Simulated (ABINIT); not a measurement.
# BeTe (F-43m) in ABINIT: further runs, part 2 of 2

ABINIT 10.8.3 (patched build).

**3. Single point, HSE06**

The input, run.abi:

```
# Pseudopotentials
pp_dirpath "./"
pseudos "Te_ONCV_PBE-1.2.upf, Be_ONCV_PBE-1.2.upf"

# Structure
acell 3*1.0
rprim
     0.0000000000     5.2345413652     5.2345413652
     5.2345413652     0.0000000000     5.2345413652
     5.2345413652     5.2345413652     0.0000000000
ntypat 2
znucl 52 4
natom 2
typat 1 2
xcart
     7.8518120478     7.8518120478     7.8518120478
     0.0000000000     0.0000000000     0.0000000000

# Plane-wave basis
ecut 26.0

# k points
kptopt 1
ngkpt 6 6 6
nshiftk 1
shiftk 0.0 0.0 0.0

# Exchange and correlation
ixc -428

# Bands and occupations
nband 12
occopt 1

# SCF cycle
nstep 60
diemac 6.0
toldfe 1.0e-7

# Output
iomode 3
prtwf 0
prtden 0
prteig 0
prtebands 0
enunit 1
prtvol 2
```

Potentials or basis: SG15 NC PBE v1.2.

Started as:

```
$ mpirun --bind-to none -np 8 abinit run.abi > log 2>&1
```

run.abo:

```text
.Version 10.8.3 of ABINIT
 Symmetries : space group F-4 3 m (#216); Bravais cF (face-center cubic)
================================================================================
 Values of the parameters that define the memory need of the present run
     intxc =       0    ionmov =       0      iscf =       7    lmnmax =       6
     lnmax =       6     mgfft =      36  mpssoang =       3    mqgrid =    3001
     natom =       2  nloc_mem =       1    nspden =       1   nspinor =       1
    nsppol =       1      nsym =      24    n1xccc =       0    ntypat =       2
    occopt =       1   xclevel =       2
       mpw =        1853          nfft =       46656          nkpt =          16
================================================================================
================================================================================

--------------------------------------------------------------------------------
------------- Echo of variables that govern the present computation ------------
--------------------------------------------------------------------------------
 -outvars: echo values of preprocessed input variables --------
            acell      1.0000000000E+00  1.0000000000E+00  1.0000000000E+00 Bohr
              amu      1.27600000E+02  9.01218200E+00
           diemac      6.00000000E+00
             ecut      2.60000000E+01 Hartree
           enunit           1
              ixc        -428
         kptrlatt        6    0    0      0    6    0      0    0    6
          kptrlen      4.44165563E+01
            natom           2
            nband          12
          nbandhf          10
            ngfft          36      36      36
             nkpt          16
           nkpthf         216
            nstep          60
             nsym          24
           ntypat           2
           prtden           0
        prtebands           0
           prteig           0
           prtvol           2
            prtwf           0
            rprim      0.0000000000E+00  5.2345413652E+00  5.2345413652E+00
                       5.2345413652E+00  0.0000000000E+00  5.2345413652E+00
                       5.2345413652E+00  5.2345413652E+00  0.0000000000E+00
          spgroup         216
           toldfe      1.00000000E-07 Hartree
            typat      1  2
          usefock           1
           xangst      4.1549999972E+00  4.1549999972E+00  4.1549999972E+00
                       0.0000000000E+00  0.0000000000E+00  0.0000000000E+00
            xcart      7.8518120478E+00  7.8518120478E+00  7.8518120478E+00
                       0.0000000000E+00  0.0000000000E+00  0.0000000000E+00
             xred      7.5000000000E-01  7.5000000000E-01  7.5000000000E-01
                       0.0000000000E+00  0.0000000000E+00  0.0000000000E+00
            znucl       52.00000    4.00000

================================================================================

 chkinp: Checking input parameters for consistency.

================================================================================
== DATASET  1 ==================================================================

--- !DatasetInfo
iteration_state: {dtset: 1, }
dimensions: {natom: 2, nkpt: 16, mband: 12, nsppol: 1, nspinor: 1, nspden: 1, mpw: 1853, }
cutoff_energies: {ecut:  26.0, pawecutdg:  -1.0, }
[... 143 lines left out ...]
       0.000000000000      0.000000000000      0.000000000000
 rms dE/dt=  0.0000E+00; max dE/dt=  0.0000E+00; dE/dt below (all hartree)
    1       0.000000000000      0.000000000000      0.000000000000
    2       0.000000000000      0.000000000000      0.000000000000

 cartesian coordinates (angstrom) at end:
    1      4.15499999717058     4.15499999717058     4.15499999717058
    2      0.00000000000000     0.00000000000000     0.00000000000000

 cartesian forces (hartree/bohr) at end:
    1     -0.00000000000000    -0.00000000000000    -0.00000000000000
    2     -0.00000000000000    -0.00000000000000    -0.00000000000000
 frms,max,avg= 0.0000000E+00 0.0000000E+00   0.000E+00  0.000E+00  0.000E+00 h/b

 cartesian forces (eV/Angstrom) at end:
    1     -0.00000000000000    -0.00000000000000    -0.00000000000000
    2     -0.00000000000000    -0.00000000000000    -0.00000000000000
 frms,max,avg= 0.0000000E+00 0.0000000E+00   0.000E+00  0.000E+00  0.000E+00 e/A
 length scales=  1.000000000000  1.000000000000  1.000000000000 bohr
              =  0.529177210544  0.529177210544  0.529177210544 angstroms
 Fermi (or HOMO) energy (eV) =   3.55896   Average Vxc (eV)=  -8.00544
 Eigenvalues (   eV  ) for nkpt=  16  k points:
 kpt#   1, nband= 12, wtk=  0.00463, kpt=  0.0000  0.0000  0.0000 (reduced coord)
 -99.94225  -32.94145  -32.94145  -32.94145  -32.91063  -32.91063  -10.14376    3.55896
   3.55896    3.55896    8.30311    8.30372
 kpt#   2, nband= 12, wtk=  0.03704, kpt=  0.1667  0.0000  0.0000 (reduced coord)
 -99.94230  -32.94050  -32.94006  -32.94006  -32.91036  -32.91036   -9.83828    1.40844
   3.14806    3.14806    8.27145    8.89818
 kpt#   3, nband= 12, wtk=  0.03704, kpt=  0.3333  0.0000  0.0000 (reduced coord)
 -99.94243  -32.93862  -32.93757  -32.93757  -32.90959  -32.90959   -9.06310   -1.43002
   2.53720    2.53720    8.01381    9.38573
 kpt#   4, nband= 12, wtk=  0.01852, kpt=  0.5000  0.0000  0.0000 (reduced coord)
 -99.94248  -32.93761  -32.93645  -32.93645  -32.90902  -32.90902   -8.52112   -2.72053
   2.29207    2.29207    7.91087    9.33713
 kpt#   5, nband= 12, wtk=  0.02778, kpt=  0.1667  0.1667  0.0000 (reduced coord)
 -99.94232  -32.94194  -32.93868  -32.93868  -32.91124  -32.90945   -9.73572    1.77679
   2.44875    2.44875    7.63633   10.00069
 kpt#   6, nband= 12, wtk=  0.11111, kpt=  0.3333  0.1667  0.0000 (reduced coord)
 -99.94243  -32.94099  -32.93619  -32.93605  -32.91128  -32.90846   -9.10538   -0.54322
[... 16 lines left out ...]
 kpt#  12, nband= 12, wtk=  0.05556, kpt= -0.3333  0.3333  0.0000 (reduced coord)
 -99.94256  -32.93868  -32.93381  -32.93298  -32.91076  -32.90819   -8.06552   -1.67300
  -0.92293    1.38672    7.61350   11.83565
 kpt#  13, nband= 12, wtk=  0.01389, kpt=  0.5000  0.5000  0.0000 (reduced coord)
 -99.94255  -32.94332  -32.93027  -32.93027  -32.91337  -32.90587   -7.92368   -2.21296
   0.57054    0.57054    6.38948    7.25212
 kpt#  14, nband= 12, wtk=  0.11111, kpt=  0.5000  0.3333  0.1667 (reduced coord)
 -99.94252  -32.93984  -32.93506  -32.93319  -32.91130  -32.90790   -8.47096   -1.34638
   0.14576    1.35414    8.62826    9.68152
 kpt#  15, nband= 12, wtk=  0.11111, kpt= -0.3333  0.3333  0.1667 (reduced coord)
 -99.94257  -32.93755  -32.93613  -32.93183  -32.91084  -32.90811   -8.06514   -1.89550
  -0.34504    0.87111    9.14416    9.54804
 kpt#  16, nband= 12, wtk=  0.05556, kpt= -0.3333  0.5000  0.1667 (reduced coord)
 -99.94258  -32.94016  -32.93347  -32.93030  -32.91207  -32.90710   -7.89136   -1.81586
  -0.25533    0.10166    8.29900    9.01711
 Total charge density [el/Bohr^3]
)     Maximum=    2.2039E+00  at reduced coord.    0.0000    0.0000    0.0000
)Next maximum=    1.9165E+00  at reduced coord.    0.0000    0.0278    0.9722
)     Minimum=    2.2257E-03  at reduced coord.    0.2500    0.2500    0.2500
)Next minimum=    2.2716E-03  at reduced coord.    0.2500    0.2500    0.2222
   Integrated=    2.0000E+01

--- !EnergyTerms
iteration_state     : {dtset: 1, }
comment             : Components of total free energy in Hartree
kinetic             :  4.99202016510380E+01
hartree             :  2.41146289269102E+01
xc                  : -9.03575244086923E+00
Ewald energy        : -6.44626813580914E+01
psp_core            :  3.52801311358850E+00
local_psp           : -6.80507610018393E+01
non_local_psp+x     : -3.64288689465363E+01
total_energy        : -1.00415220055800E+02
...

--- !EnergyTermsDC
iteration_state     : {dtset: 1, }
comment             : '"Double-counting" decomposition of free energy'
band_energy         : -1.99969608198075E+01
Ewald energy        : -6.44626813580914E+01
psp_core            :  3.52801311358850E+00
xc_dc               : -1.94836741386186E+01
total_energy_dc     : -1.00415303202929E+02
...

 Cartesian components of stress tensor (hartree/bohr^3)
  sigma(1 1)= -8.37569333E-05  sigma(3 2)=  0.00000000E+00
  sigma(2 2)= -8.37569333E-05  sigma(3 1)=  0.00000000E+00
  sigma(3 3)= -8.37569333E-05  sigma(2 1)=  0.00000000E+00

-Cartesian components of stress tensor (GPa)         [Pressure=  2.4642E+00 GPa]
- sigma(1 1)= -2.46421405E+00  sigma(3 2)=  0.00000000E+00
- sigma(2 2)= -2.46421405E+00  sigma(3 1)=  0.00000000E+00
- sigma(3 3)= -2.46421405E+00  sigma(2 1)=  0.00000000E+00

== END DATASET(S) ==============================================================
================================================================================

 -outvars: echo values of variables after computation  --------
            acell      1.0000000000E+00  1.0000000000E+00  1.0000000000E+00 Bohr
           etotal     -1.0041522006E+02
            fcart     -0.0000000000E+00 -0.0000000000E+00 -0.0000000000E+00
                      -0.0000000000E+00 -0.0000000000E+00 -0.0000000000E+00
            rprim      0.0000000000E+00  5.2345413652E+00  5.2345413652E+00
                       5.2345413652E+00  0.0000000000E+00  5.2345413652E+00
                       5.2345413652E+00  5.2345413652E+00  0.0000000000E+00
           strten     -8.3756933293E-05 -8.3756933293E-05 -8.3756933293E-05
                       0.0000000000E+00  0.0000000000E+00  0.0000000000E+00
           xangst      4.1549999972E+00  4.1549999972E+00  4.1549999972E+00
                       0.0000000000E+00  0.0000000000E+00  0.0000000000E+00
             xred      7.5000000000E-01  7.5000000000E-01  7.5000000000E-01
                       0.0000000000E+00  0.0000000000E+00  0.0000000000E+00
 Calculation completed.
```

It took 20 min on 8 MPI ranks of Arm Neoverse V2, shared host; peak memory 1.1 GiB.

Results:

```yaml
Free_energy: -2732.4373 eV
Pressure: 2.5 GPa
Band_gap_on_the_k_mesh: 2.83 eV, indirect (least direct gap 4.74 eV)
Valence_electrons_inside_the_program's_atomic_spheres: Te 12.02; Be 3.03
```

Levels at points of the mesh, in eV from the valence-band top:
```csv
k point,band 7,band 8,band 9,band 10,band 11,band 12
"(0.00, 0.00, 0.00)",-13.70,0.00,0.00,0.00,4.74,4.74
"(0.50, 0.00, 0.00)",-12.08,-6.28,-1.27,-1.27,4.35,5.78
"(0.50, 0.50, 0.00)",-11.48,-5.77,-2.99,-2.99,2.83,3.69
```

Caveat: Libxc's HSE differs a little from that of other programs; the potentials were made for another functional, which shifts forces and pressure; spin-orbit coupling is left out, which moves the levels of the heavy elements.
